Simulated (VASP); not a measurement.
A VASP 6.6.1 relaxation on BAs

INCAR

```
NBANDS = 11
ISMEAR = 2
SIGMA = 0.05
ISIF = 3
EDIFFG = -5E-3
ENCUT = 600
PREC = Accurate
IBRION = 2
NSW = 40
LWAVE = .FALSE.
ALGO = Conjugate
GGA = CA
NELM = 120
LASPH = .TRUE.
LREAL = Auto
EDIFF = 1E-7
LCHARG = .FALSE.
```

KPOINTS

```
KPOINTS created by Atomic Simulation Environment
0
Gamma
8 8 8
0 0 0
```

POSCAR

```
B  As
 1.0000000000000000
     0.0000000000000000    2.3052873175144932    2.3052873175144932
     2.3052873175144932    0.0000000000000000    2.3052873175144932
     2.3052873175144932    2.3052873175144932    0.0000000000000000
 B   As
   1   1
Cartesian
 -0.0000000000000000 -0.0000000000000000  0.0000000000000000
  2.3052873175144932  2.3052873175144932  2.3052873175144932
```

The recommended LDA PAW datasets give the neutral cell 8 valence electrons.

Command

```
mpirun -np 1 vasp_std
```

Problem. Predict the outcome of this run.

Solution. It converged. Results: relaxed cell vector lengths 3.221, 3.221, 3.221 Å; relaxed cell volume 23.64 Å³.

OSZICAR

```
N       E                     dE             d eps       ncg     rms           ort
DAV:   1     0.131188347956E+02    0.13119E+02   -0.49380E+03   319   0.802E+02
DAV:   2    -0.106486918004E+02   -0.23768E+02   -0.23033E+02   319   0.110E+02
DAV:   3    -0.113657515280E+02   -0.71706E+00   -0.71205E+00   319   0.169E+01
DAV:   4    -0.113675691262E+02   -0.18176E-02   -0.18171E-02   319   0.945E-01
DAV:   5    -0.113675705951E+02   -0.14689E-05   -0.14680E-05   319   0.310E-02
SDA:   6    -0.108026648507E+02    0.56491E+00   -0.14680E-05   319   0.981E+00   0.000E+00
CGA:   7    -0.111322993773E+02   -0.32963E+00   -0.36595E+00   319   0.300E-01  -0.109E+00
CGA:   8    -0.111441245958E+02   -0.11825E-01   -0.11836E-01   319   0.677E-03  -0.405E-04
CGA:   9    -0.111445052656E+02   -0.38067E-03   -0.38002E-03   319   0.358E-04   0.205E-05
CGA:  10    -0.111445222546E+02   -0.16989E-04   -0.16990E-04   319   0.190E-05  -0.723E-08
...
   2 F= -.11154003E+02 E0= -.11153934E+02  d E =-.947994E-02
       N       E                     dE             d eps       ncg     rms           ort
SDA:   1    -0.111514459832E+02    0.25572E-02    0.00000E+00   319   0.161E-01   0.000E+00
CGA:   2    -0.111579325055E+02   -0.64865E-02   -0.64837E-02   319   0.698E-03  -0.372E-04
CGA:   3    -0.111582949354E+02   -0.36243E-03   -0.36240E-03   319   0.561E-04   0.219E-06
CGA:   4    -0.111583250879E+02   -0.30152E-04   -0.30153E-04   319   0.581E-05  -0.234E-08
CGA:   5    -0.111583283079E+02   -0.32200E-05   -0.32200E-05   319   0.453E-06  -0.617E-09
CGA:   6    -0.111583285516E+02   -0.24375E-06   -0.24329E-06   319   0.281E-07   0.312E-09
CGA:   7    -0.111583285634E+02   -0.11749E-07   -0.12519E-07   319   0.136E-08   0.117E-08
   3 F= -.11158329E+02 E0= -.11158256E+02  d E =-.138052E-01
```

| ionic step | ΔE (meV/atom) | volume (Å³) | largest force (eV/Å) | pressure (GPa) | electronic steps |
| --- | --- | --- | --- | --- | --- |
| 1 | 0.0 | 24.50 | 0.000 | -4.97 | 12 |
| 2 | -4.7 | 23.18 | 0.000 | 3.07 | 7 |
| 3 | -6.9 | 23.64 | 0.000 | 0.03 | 7 |

For comparison, a separate LDA relaxation on usual settings, not on those above, ends at 23.64 Å³.
